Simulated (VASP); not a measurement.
# La (P6_3/mmc) in VASP: electric field gradients with PBE

Aim: the electric field gradients of La with PBE.

Program: VASP 6.6.1. These are calculated values, not measurements. Logs are shortened: lines on timing, memory, paths and dates and some standing lists are left out, and cuts for length are marked.

## 1. The undisturbed crystal

Symmetry: P6_3/mmc, No. 194, hexagonal system. Conventional cell: a = 3.750 Å, b = 3.750 Å, c = 6.070 Å, α = 90.00°, β = 90.00°, γ = 120.00°. Around La (site symmetry -6m2) lie 12 La at 3.73 to 3.75 Å.

This isn't the form of La at room conditions, which is double hcp.

## 2. Electric field gradients, PBE (volume scaled by 0.95, crystal datasets)

INCAR

```
PREC     = Accurate       # precision mode
ENCUT    = 520            # plane-wave cutoff, eV
EDIFF    = 1E-8           # SCF threshold, eV
ISMEAR   = -1             # smearing method
SIGMA    = 0.05           # smearing width, eV
LREAL    = False          # projectors in reciprocal space
LASPH    = True           # aspherical terms in the spheres
NELM     = 100            # most SCF steps
ALGO     = Normal         # electronic algorithm
ISIF     = 2              # what is computed and relaxed
LWAVE    = False          # write WAVECAR
LCHARG   = False          # write CHGCAR
GGA      = PE             # functional
LEFG     = True         
NBANDS   = 18             # bands
```

KPOINTS

```
Automatic mesh
0
Gamma
  11 11 6
```

POSCAR

```
La
1.0
    3.6864304128      0.0000000000      0.0000000000
   -1.8432152063      3.1925423867      0.0000000000
    0.0000000000      0.0000000000      5.9670987650
La
2
Direct
    0.3333333333      0.6666666667      0.2500000000
    0.6666666667      0.3333333333      0.7500000000
```

Potentials or basis: VASP PAW PBE potentials, release 64 (La).

Command:

```console
$ cat potpaw_PBE.64/La/POTCAR > POTCAR
$ mpirun -np 1 vasp_std > vasp.out
```

OUTCAR:

```text
PREC = Accurate
   ENCUT = 520
   EDIFF = 1E-8
   ISMEAR = -1
   LREAL = False
   LASPH = True
   NELM = 100
   ISIF = 2
   GGA = PE

 ion  position               nearest neighbor table
   1  0.333  0.667  0.250-   2 3.66   2 3.66   2 3.66   2 3.66   2 3.66   2 3.66
   2  0.667  0.333  0.750-   1 3.66   1 3.66   1 3.66   1 3.66   1 3.66   1 3.66

  LATTYP: Found a hexagonal cell.
 ALAT       =     3.6864304128
 C/A-ratio  =     1.6186657815

  Lattice vectors:

 A1 = (   3.6864304128,   0.0000000000,   0.0000000000)
 A2 = (  -1.8432152063,   3.1925423867,   0.0000000000)
 A3 = (   0.0000000000,   0.0000000000,   5.9670987650)

Analysis of symmetry for initial positions (statically):
=====================================================================
 Subroutine PRICEL returns:
 Original cell was already a primitive cell.

 Routine SETGRP: Setting up the symmetry group for a
 hexagonal supercell.

 Subroutine GETGRP returns: Found 24 space group operations
 (whereof 12 operations were pure point group operations)
 out of a pool of 24 trial point group operations.

The static configuration has the point symmetry D_3d.
 The point group associated with its full space group is D_6h.

Analysis of symmetry for dynamics (positions and initial velocities):
=====================================================================
 Subroutine PRICEL returns:
 Original cell was already a primitive cell.

 Routine SETGRP: Setting up the symmetry group for a
 hexagonal supercell.

 Subroutine GETGRP returns: Found 24 space group operations
 (whereof 12 operations were pure point group operations)
 out of a pool of 24 trial point group operations.

The dynamic configuration has the point symmetry D_3d.
 The point group associated with its full space group is D_6h.

 Subroutine INISYM returns: Found 24 space group operations
 (whereof 12 operations are pure point group operations),
 and found     1 'primitive' translations

----------------------------------------------------------------------------------------

                                     Primitive cell

  volume of cell :      70.2273

  direct lattice vectors                    reciprocal lattice vectors
     3.686430413  0.000000000  0.000000000     0.271265123  0.156614992  0.000000000
    -1.843215206  3.192542387  0.000000000     0.000000000  0.313229984  0.000000000
     0.000000000  0.000000000  5.967098765     0.000000000  0.000000000  0.167585629

  length of vectors
     3.686430413  3.686430413  5.967098765     0.313229984  0.313229984  0.167585629

  position of ions in fractional coordinates (direct lattice)
     0.333333333  0.666666667  0.250000000
     0.666666667  0.333333333  0.750000000

  ion indices of the primitive-cell ions
   primitive index   ion index
                 1           1
                 2           2

----------------------------------------------------------------------------------------

 KPOINTS: Automatic mesh

Automatic generation of k-mesh.
 Grid dimensions read from file:
 generate k-points for:   11   11    6

 Generating k-lattice:

  Cartesian coordinates                     Fractional coordinates (reciprocal lattice)
     0.024660466  0.014237727  0.000000000     0.090909091  0.000000000  0.000000000
     0.000000000  0.028475453  0.000000000     0.000000000  0.090909091  0.000000000
     0.000000000  0.000000000  0.027930938     0.000000000  0.000000000  0.166666667

  Length of vectors
     0.028475453  0.028475453  0.027930938

  Shift w.r.t. Gamma in fractional coordinates (k-lattice)
     0.000000000  0.000000000  0.000000000

 Subroutine IBZKPT returns following result:
 ===========================================

 Found     64 irreducible k-points:

 Following reciprocal coordinates:
            Coordinates               Weight
  0.000000  0.000000  0.000000      1.000000
  0.090909 -0.000000  0.000000      6.000000
  0.181818  0.000000  0.000000      6.000000
  0.272727  0.000000  0.000000      6.000000
  0.363636 -0.000000  0.000000      6.000000
  0.454545 -0.000000  0.000000      6.000000
[... 16 lines left out ...]
  0.090909  0.090909  0.166667     12.000000
  0.181818  0.090909  0.166667     24.000000
 [... further k-points ...]
   k-points           NKPTS =     64   k-points in BZ     NKDIM =     64   number of bands    NBANDS=     18
   number of dos      NEDOS =    301   number of ions     NIONS =      2
   total plane-waves  NPLWV =  37632
   dimension x,y,z NGX =    28 NGY =   28 NGZ =   48
   dimension x,y,z NGXF=    56 NGYF=   56 NGZF=   96
   ions per type =               2
   NGX,Y,Z   is equivalent  to a cutoff of  12.63, 12.63, 13.37 a.u.
   NGXF,Y,Z  is equivalent  to a cutoff of  25.25, 25.25, 26.75 a.u.
 SYSTEM =  unknown system
   PREC   = accura    normal or accurate (medium, high low for compatibility)
   ISTART =      0    job   : 0-new  1-cont  2-samecut
   ICHARG =      2    charge: 1-file 2-atom 10-const
   ISPIN  =      1    spin polarized calculation?
   LNONCOLLINEAR =      F non collinear calculations
   LSORBIT =      F    spin-orbit coupling
   LASPH  =      T    aspherical Exc in radial PAW
   ENCUT  =  520.0 eV  38.22 Ry    6.18 a.u.   6.85  6.85 11.09*2*pi/ulx,y,z
   NELM   =    100;   NELMIN=  2; NELMDL= -5     # of ELM steps
   EDIFF  = 0.1E-07   stopping-criterion for ELM
   LREAL  =      F    real-space projection
   EDIFFG = 0.1E-06   stopping-criterion for IOM
   NSW    =      0    number of steps for IOM
   IBRION =     -1    ionic relax: 0-MD 1-quasi-New 2-CG
   NFREE  =      0    steps in history (QN), initial steepest desc. (CG)
   ISIF   =      2    stress and relaxation
   ISYM   =      2    0-nonsym 1-usesym 2-fastsym
   POTIM  = 0.5000    time-step for ionic-motion
   TEBEG  =    0.0;   TEEND  =   0.0 temperature during run
   PSTRESS=    0.0 pullay stress
   NELECT =      22.0000    total number of electrons
   NUPDOWN=      -1.0000    fix difference up-down
   EMIN   =  10.00;   EMAX   =-10.00  energy-range for DOS
   EFERMI =   0.00;   METHOD = LEGACY
   ISMEAR =    -1;   SIGMA  =   0.05  broadening in eV -4-tet -1-fermi 0-gaus
   EFERMI_NEDOS =   21; number of points for ismear=-14 and -15
   IALGO  =     38    algorithm
   IMIX   =      4    mixing-type and parameters
     AMIX     =   0.40;   BMIX     =  1.00
     AMIX_MAG =   1.60;   BMIX_MAG =  1.00
  volume/ion in A,a.u.               =      35.11       236.96
  Fermi-wavevector in a.u.,A,eV,Ry     =   1.111852  2.101096 16.819732  1.236215
  Thomas-Fermi vector in A             =   2.248420
   LORBIT       =      0    0 simple, 1 ext, 2 COOP (PROOUT), +10 PAW based schemes
   GGA     = PE    functional components
   LHFCALC =     F    Hartree Fock is set to
   AEXX    =    0.0000 exact exchange contribution
   IVDW    =     0    specifies the selected vdW correction
   LEPSILON=     F    determine dielectric tensor
   LRPA    =     F    only Hartree local field effects (RPA)
 non-spin polarized calculation
  energy-cutoff  :      520.00
  volume of cell :       70.23
 maximum number of plane-waves:      1907
 NGX is ok and might be reduce to    28
   NGX = 13   NGY = 13   NGZ = 23

 number of electron      22.0000001 magnetization

 Free energy of the ion-electron system (eV)
  ---------------------------------------------------
  ext. energy  EPLUGINS =         0.00000000
  ---------------------------------------------------
  free energy    TOTEN  =        -9.69621243 eV

  energy without entropy =       -9.66464662  energy(sigma->0) =       -9.68042952

 E-fermi :   8.4076     XC(G=0):  -9.7905

 val. band max:        8.4065960226   @ k =   0.4545   0.0909   0.3333
 cond. band min:       8.4092249309   @ k =   0.3636   0.2727   0.0000
 fundamental gap:      0.0026289083
 Fermi energy:         8.4076018924

 k-point     1 :       0.0000    0.0000    0.0000
  band No.  band energies     occupation
      1     -24.3806      2.00000
      2     -24.1283      2.00000
      3      -8.8861      2.00000
      4      -7.4848      2.00000
      5      -7.4848      2.00000
      6      -7.2696      2.00000
[... 10 lines left out ...]
     17      10.1614      0.00000
     18      10.3231      0.00000

 k-point     2 :       0.0909   -0.0000    0.0000
  band No.  band energies     occupation
      1     -24.3642      2.00000
      2     -24.1204      2.00000
      3      -8.8461      2.00000
      4      -7.5919      2.00000
      5      -7.5181      2.00000
      6      -7.3790      2.00000
[... 10 lines left out ...]
     17      10.1981      0.00000
     18      10.2053      0.00000

 k-point     3 :       0.1818    0.0000    0.0000
  band No.  band energies     occupation
      1     -24.3188      2.00000
      2     -24.1002      2.00000
      3      -8.7315      2.00000
      4      -7.8721      2.00000
      5      -7.6561      2.00000
      6      -7.6022      2.00000
[... 10 lines left out ...]
     17      10.2370      0.00000
     18      10.2935      0.00000

 k-point     4 :       0.2727    0.0000    0.0000
  band No.  band energies     occupation
      1     -24.2555      2.00000
      2     -24.0763      2.00000
      3      -8.5596      2.00000
      4      -8.2242      2.00000
      5      -7.9898      2.00000
      6      -7.7047      2.00000
[... 375 lines left out ...]
      4      -8.5154      2.00000
      5      -8.0814      2.00000
      6      -7.8200      2.00000
[... 10 lines left out ...]
     17      10.3750      0.00000
     18      10.4323      0.00000

 k-point    23 :       0.0909    0.0909    0.1667
  band No.  band energies     occupation
      1     -24.3185      2.00000
      2     -24.1221      2.00000
      3      -8.6915      2.00000
      4      -7.7338      2.00000
      5      -7.6851      2.00000
      6      -7.5349      2.00000
[... 10 lines left out ...]
     17      10.2829      0.00000
     18      10.3402      0.00000

 k-point    24 :       0.1818    0.0909    0.1667
  band No.  band energies     occupation
      1     -24.2661      2.00000
      2     -24.0977      2.00000
      3      -8.5880      2.00000
      4      -8.0190      2.00000
      5      -7.9421      2.00000
      6      -7.6494      2.00000
[... 10 lines left out ...]
     17      10.2972      0.00000
     18      10.3565      0.00000

 [... further k-points ...]

------------------------ aborting loop because EDIFF is reached ----------------------------------------

  FORCE on cell =-STRESS in cart. coord.  units (eV):
  Direction    XX          YY          ZZ          XY          YZ          ZX
  --------------------------------------------------------------------------------------
  -------------------------------------------------------------------------------------
  Total        0.8607974      0.8607974      0.8474676      0.0000000      0.0000000      0.0000000
  in kB       19.6383775     19.6383775     19.3342695      0.0000000      0.0000000      0.0000000
  external PRESSURE =      19.5370082 kB  Pullay stress =       0.0000000 kB

 VOLUME and BASIS-vectors are now :
 -----------------------------------------------------------------------------
  energy-cutoff  :      520.00
  volume of cell :       70.23
      direct lattice vectors                 reciprocal lattice vectors
     3.686430413  0.000000000  0.000000000     0.271265123  0.156614992  0.000000000
    -1.843215206  3.192542387  0.000000000     0.000000000  0.313229984  0.000000000
     0.000000000  0.000000000  5.967098765     0.000000000  0.000000000  0.167585629

 POSITION                                       TOTAL-FORCE (eV/Angst)
 -----------------------------------------------------------------------------------
     -0.00000      2.12836      1.49177         0.000000      0.000000      0.000000
      1.84322      1.06418      4.47532        -0.000000     -0.000000      0.000000
 -----------------------------------------------------------------------------------
    total drift:                                0.000000     -0.000000      0.000000

  FREE ENERGIE OF THE ION-ELECTRON SYSTEM (eV)
  ---------------------------------------------------
  free  energy   TOTEN  =        -9.6962124260 eV

  energy  without entropy=       -9.6646466194  energy(sigma->0) =       -9.68042952

 Electric field gradients (V/A^2)
---------------------------------------------------------------------
 ion       V_xx      V_yy      V_zz      V_xy      V_xz      V_yz
---------------------------------------------------------------------
   1      -7.308    -7.308    14.616     0.000    -0.000     0.000
   2      -7.308    -7.308    14.616     0.000     0.000    -0.000
---------------------------------------------------------------------

 Electric field gradients after diagonalization (V/A^2)
 (convention: |V_zz| > |V_xx| > |V_yy|)
----------------------------------------------------------------------
 ion       V_xx      V_yy      V_zz     asymmetry (V_yy - V_xx)/ V_zz
----------------------------------------------------------------------
   1      -7.308    -7.308    14.616       0.000
   2      -7.308    -7.308    14.616       0.000
----------------------------------------------------------------------

           NMR quadrupolar parameters

 Cq : quadrupolar parameter    Cq=e*Q*V_zz/h
 eta: asymmetry parameters     (V_yy - V_xx)/ V_zz
 Q  : nuclear electric quadrupole moment in mb (millibarn)
----------------------------------------------------------------------
 ion       Cq(MHz)       eta       Q (mb)
----------------------------------------------------------------------
   1       0.035       0.000       1.000
   2       0.035       0.000       1.000
----------------------------------------------------------------------
```

Run time: 1.9 min. Hardware: 1 thread of Intel Xeon Platinum 8559C (Emerald Rapids), shared host; peak memory 0.24 GiB.

What came out:

| Item | Value |
| --- | --- |
| Free energy | -9.6962 eV |
| Pressure | 2.0 GPa |
| Band gap on the k mesh | none (metal or under the smearing width) |

Electric field gradients, principal values (V/Å²):
```csv
atom,Vxx,Vyy,Vzz
1 La,-7.308,-7.308,14.616
2 La,-7.308,-7.308,14.616
```
